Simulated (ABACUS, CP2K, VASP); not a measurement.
**One calculation of CoO, 3 ways**

```
Co O
1.0
     2.57053    0.00000    0.00000
     0.00000    2.57053    0.00000
     0.00000    0.00000    2.57053
Co O
1 1
Direct
  0.01280 0.00273 0.99636
  0.48387 0.50225 0.50036
```

The cell comes from a database or a generator and needn't be the stable form of this composition.

Atoms were shifted at random by some hundredths of an Å from the given cell, which wasn't relaxed again for these runs.

Alike in all runs: task single point; functional PBE; k mesh 10 × 10 × 10; occupations fermi-dirac, width 0.05 eV; collinear spin, ferromagnetic start; no spin-orbit coupling. Pressure is positive in compression and, in plane waves, holds the error of the finite cutoff.

```csv
program and potentials,plane-wave cutoff (eV),notes,band gap (eV),pressure (GPa),net moment per atom (μB)
"VASP, PBE PAW files Co, O, 520 eV",520,7.5 valence electrons an atom on average,no gap,11.59,1.50
"ABACUS, PseudoDojo NC SR 0.4.1 PBE standard, plane waves",1320,11.5 valence electrons an atom on average,no gap,11.31,1.50
"CP2K, POTENTIAL_UZH Co GTH-PBE-q17, O GTH-PBE-q6; TZVP-MOLOPT-PBE-GTH basis",-,atomic basis; 11.5 valence electrons an atom on average,-,13.74,1.50
```

Force on atom 1 (Co), eV/Å:

```csv
program and potentials,x,y,z
"VASP, PBE PAW files Co, O, 520 eV",-0.024,-0.001,0.004
"ABACUS, PseudoDojo NC SR 0.4.1 PBE standard, plane waves",-0.020,0.000,0.004
"CP2K, POTENTIAL_UZH Co GTH-PBE-q17, O GTH-PBE-q6; TZVP-MOLOPT-PBE-GTH basis",-0.054,0.010,-0.005
```

None finds a gap. The pressure spans 11.31 (ABACUS, PseudoDojo NC SR 0.4.1 PBE standard, plane waves) to 13.74 GPa (CP2K, POTENTIAL_UZH Co GTH-PBE-q17, O GTH-PBE-q6; TZVP-MOLOPT-PBE-GTH basis). All agree on the net moment per atom. The cell lies far from this level's equilibrium. The state is the one that the start led to, which needn't be the lowest. Rows in atomic bases carry the error of their basis and grid, which can be large.

The functional is the same throughout but for its coding, so the spread measures potentials, basis and numerics; runs on potential files found faulty are left out.
